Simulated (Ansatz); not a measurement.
**A strain series on NaH (CsCl type): biaxial in x and y, z held**

NaH built on the CsCl prototype, relaxed with r2SCAN in the PAW code Ansatz, then strained (biaxial in x and y, z held; changes of length per length, axes as in the cell below) with the atoms relaxed again within the symmetry that is left. It is cubic, Pm-3m (No. 221); conventional cell a = 2.932 Å, 12.61 Å³ an atom. Around Na lie 8 H at 2.54 Å; around H lie 8 Na at 2.54 Å. No spin polarisation. The prototype was imposed, so other structures may be more stable.

```yaml
crystal:
  lattice:
    - [2.93239, 0.00000, 0.00000]
    - [0.00000, 2.93239, 0.00000]
    - [0.00000, 0.00000, 2.93239]
  atoms:
    - { symbol: Na, position: [0.00000, 0.00000, 0.00000] }
    - { symbol: H, position: [0.50000, 0.50000, 0.50000] }
```

Gaps are the least over each mesh (PBE 8×8×8, r2SCAN 8×8×8, HSE06 6×6×6 when unstrained) and the special points, which keep their unstrained names; stress is the change from the unstrained cell, compression positive.

```
strain (%)  gap, PBE (eV)  gap, r2SCAN (eV)  gap, HSE06 (eV)  edges, HSE06  in-plane stress, r2SCAN (GPa)  energy rise, r2SCAN (meV/atom)
     -2.86          0.842             1.406            1.701         R → X                          +2.91                             6.2
     -2.45          0.871             1.434            1.728         R → X                          +2.45                             4.5
       0.0          1.035             1.596            1.881         R → X                           0.00                             0.0
     +3.95          0.903             1.454            1.729         R → X                          -3.10                            10.3
```

Between zero and the nearest strains the slope of the HSE06 gap against strain is +0.062 eV per percent for negative and -0.038 for positive strain; it falls either way, as happens when edge states split or other valleys take over.

The meshes of the hybrids are coarse, so their gaps aren't converged to the digits shown.
